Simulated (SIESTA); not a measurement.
KBr:

```xyz
2
Lattice="0.0000 3.3000 3.3000 3.3000 0.0000 3.3000 3.3000 3.3000 0.0000" Properties=species:S:1:pos:R:3 pbc="T T T"
Br    3.3000    3.3000    3.3000
K     0.0000    0.0000    0.0000
```

Base run:

- Program: SIESTA 5.4.2
- Functional: PBE
- Potentials or basis: PseudoDojo 0.4 standard (PBE files)
- Basis: DZP (energy shift 0.003 Ry; two zetas on semicore shells; d shell added on K)
- Grid cutoff: 800 Ry
- Energy shift: 0.003 Ry
- k mesh: 7 × 7 × 7
- Occupations: fermi-dirac, width 0.05 eV
- Spin: no spin polarisation

Its results: band gap on the k mesh 4.51 eV, direct; pressure 0.8 GPa.

Task: The run is repeated on the same cell with these changes: functional from PBE to LDA; potentials or basis from PseudoDojo 0.4 standard (PBE files) to PseudoDojo 0.4 standard (LDA files). What comes out?

Result: Band gap on the k mesh 4.13 eV, direct; pressure -1.6 GPa.

Caveats: the basis of atomic orbitals isn't converged, which shifts pressures, moduli and gaps.
